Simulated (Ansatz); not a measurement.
A (111) slab of Re (Fm-3m (No. 225)), 5 planes, outer planes Re (top) and Re (bottom), with 5 atoms (Re5) in a surface cell of A = 6.521 Å², as cut from the bulk:

```yaml
crystal:
  lattice:
    - [2.74397, 0.00000, 0.00000]
    - [-1.37198, 2.37634, 0.00000]
    - [0.00000, 0.00000, 23.96176]
  atoms:
    - { symbol: Re, position: [0.66667, 0.33333, 0.31300] }
    - { symbol: Re, position: [0.33333, 0.66667, 0.40650] }
    - { symbol: Re, position: [0.00000, 0.00000, 0.50000] }
    - { symbol: Re, position: [0.66667, 0.33333, 0.59350] }
    - { symbol: Re, position: [0.33333, 0.66667, 0.68700] }
```

The calculation used DFT PBEsol, scalar-relativistic, plane waves, PAW (Ansatz). Cutoff 420 eV; k points 15×15×1 on the computed 5-atom cell (Γ-centred); Gaussian smearing, width 0.10 eV; no spin polarisation. The cell repeats along c with a dipole correction in the vacuum.

Against the same 5 atoms in the bulk, the slab as cut lies 2.431 eV higher and the relaxed slab 2.261 eV higher.

(1) Work out the surface energy before and after relaxation.

(2) A cut through this plane breaks about 3 nearest-neighbour bonds a surface cell. What does each broken bond cost, before relaxation?

(3) What is the ideal work of this cut, per area?

Answers

(1) The slab has two faces, so γ = (E_slab − N·E_bulk)/(2A), the mean of both. As cut: 2.431/(2 × 6.521) = 0.1864 eV/Å², and 1 eV/Å² = 16.02 J/m², so γ = 2.99 J/m². Relaxed: 2.261/(2 × 6.521) = 0.1734 eV/Å² = 2.78 J/m². Relaxation recovers 7 % of the cost of cutting.

(2) One cut makes two faces and costs 2γA = 2.431 eV, shared by 3 bonds: 0.81 eV a bond. In a metal this is less than the cohesive energy a bond, since the bonds that remain at the surface strengthen.

(3) Griffith's ideal work is 2γ: 5.97 J/m² if the new faces stay rigid, 5.55 J/m² if they relax. One thickness was run, 5 planes, so γ can still shift with it.

The reference crystal is the fcc form of Re, which isn't its usual structure.